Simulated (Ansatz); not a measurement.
The system is HfO2.

```xyz
6
Lattice="3.5580 0.0000 0.0000 0.0000 3.5580 0.0000 0.0000 0.0000 5.1719" Properties=species:S:1:pos:R:3 pbc="T T T"
Hf    0.0000    0.0000    0.0000
Hf    1.7790    1.7790    2.5859
O     0.0000    1.7790    1.0199
O     1.7790    0.0000    1.5660
O     1.7790    0.0000    4.1519
O     0.0000    1.7790    3.6059
```

Measurements of this composition are mostly on another form, of space group No. 14.

Base run:

| Item | Value |
| --- | --- |
| Program | Ansatz 0.2.0 |
| Functional | LDA |
| Potentials or basis | all-electron LAPW, scalar-relativistic |
| Cutoff | 409 eV (chosen from the basis error) |
| Basis error allowed | 0.002 eV/atom |
| k mesh | 8 × 8 × 5 |
| Occupations | fermi-dirac, width 0.05 eV |
| Spin | no spin polarisation |

Its results: band gap on the k mesh 4.56 eV, indirect (least direct gap 4.62 eV); pressure -4.6 GPa; largest force 0.031 eV/Å.

Problem. The run is repeated on the same cell with these changes: functional from LDA to PBE. What comes out?

Solution. Band gap on the k mesh 4.77 eV, indirect (least direct gap 4.83 eV); pressure 10.0 GPa; largest force 0.138 eV/Å.

PBE binds less tightly than LDA, so the same cell stands under more pressure.

Caveats: spin-orbit coupling is left out, which moves the levels of the heavy elements.
